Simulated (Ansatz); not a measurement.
## Zr₃N: rattling a relaxed structure

All numbers below come from DFT PBE, scalar-relativistic, plane waves, PAW (Ansatz 0.2.0). Cutoff 420 eV; k points 10×10×10 on the computed 4-atom cell (Γ-centred); Gaussian smearing, width 0.10 eV; no spin polarisation.

The cell below (4 atoms, Pm-3m (No. 221)) is relaxed within its symmetry. It is a trial structure, and others of Zr₃N can lie lower.

```xyz
4
Lattice="4.4434 0.0000 0.0000 0.0000 4.4434 0.0000 0.0000 0.0000 4.4434" Properties=species:S:1:pos:R:3 pbc="T T T"
Zr    2.2217    0.0000    0.0000
Zr    0.0000    2.2217    0.0000
Zr    0.0000    0.0000    2.2217
N     0.0000    0.0000    0.0000
```

For the test a repeat of it with 8 atoms was strained at random by about 1.5 %, the atoms were moved at random (σ = 0.15 Å), and all was relaxed without symmetry on a coarse k mesh with 0.1 eV smearing.

The k mesh leaves about 4 meV/atom of noise in metals.

(1) Is the structure stable against such a distortion?

## Answers

(1) It returns to Pm-3m (No. 221), within 1 meV/atom of the start's energy. So it is a local minimum, stable against the distortions that fit this cell and this draw; softer or longer ones aren't excluded.

Cost: 3 runs of about 4.8 core-minutes in all, on Intel Xeon 6975P-C (Granite Rapids) (shared hosts).